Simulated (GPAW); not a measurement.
Write an ASE script for GPAW 26.7.0 that does the following.

| Quantity | Value |
| --- | --- |
| Task | equation of state |
| Functional | PBEsol |
| Potentials or basis | PAW data sets generated in the run's folder for this functional |
| Cutoff | 600 eV |
| Basis | pw |
| k mesh | 12 × 12 × 12 |
| Occupations | fermi-dirac, width 0.05 eV |
| Spin | no spin polarisation |
| Maxiter | 150 |
| Eos scales | [0.94, 0.96, 0.98, 1.0, 1.02, 1.04, 1.06] |

The system is Rh.

```xyz
1
Lattice="0.0000 1.8979 1.8979 1.8979 0.0000 1.8979 1.8979 1.8979 0.0000" Properties=species:S:1:pos:R:3 pbc="T T T"
Rh    0.0000    0.0000    0.0000
```

These files were run (other wordings do the same):

run.py

```python
from ase import Atoms
from ase.eos import EquationOfState
from ase.io import Trajectory
from ase.units import GPa
from gpaw import GPAW, PW, setup_paths

setup_paths.insert(0, '.')

atoms = Atoms(['Rh'],
              cell=[[0.0, 1.89785, 1.89785],
                    [1.89785, 0.0, 1.89785],
                    [1.89785, 1.89785, 0.0]],
              scaled_positions=[[0.0, 0.0, 0.0]],
              pbc=True)

traj = Trajectory('eos.traj', 'w')
volumes, energies = [], []
for x in [0.94, 0.96, 0.98, 1.0, 1.02, 1.04, 1.06]:
    a = atoms.copy()
    a.set_cell(atoms.cell * x**(1 / 3), scale_atoms=True)
    calc = GPAW(mode=PW(600),
                xc='PBEsol',
                kpts={'size': (12, 12, 12), 'gamma': True},
                occupations={'name': 'fermi-dirac', 'width': 0.05},
                nbands=16,
                convergence={'density': 1e-05, 'energy': 1e-05},
                maxiter=150,
                txt=f'eos-{x:.2f}.txt')
    a.calc = calc
    energies.append(a.get_potential_energy(force_consistent=True))
    volumes.append(a.get_volume())
    p = -a.get_stress()[:3].mean() / GPa
    calc.write(f'eos-{x:.2f}.gpw')
    traj.write(a)
    print(f'{x:.2f} {volumes[-1]:10.4f} A^3 {energies[-1]:14.6f} eV {p:9.3f} GPa', flush=True)

v0, e0, B = EquationOfState(volumes, energies, eos='birchmurnaghan').fit()
print(f'V0 = {v0:.4f} A^3, E0 = {e0:.6f} eV, B0 = {B / GPa:.2f} GPa')
```

Potentials or basis: PAW data sets generated in the run's folder for this functional, pw.

Command:

```console
$ gpaw-setup -f PBEsol Rh
$ OMP_NUM_THREADS=1 python run.py
```

It gave:

The equilibrium volume is 13.60 Å³/atom, the bulk modulus is 291 GPa and the pressure derivative of the bulk modulus is 5.2.

It took 55 s on 1 thread of Arm Neoverse V2 (shared host), peak memory 0.19 GiB.
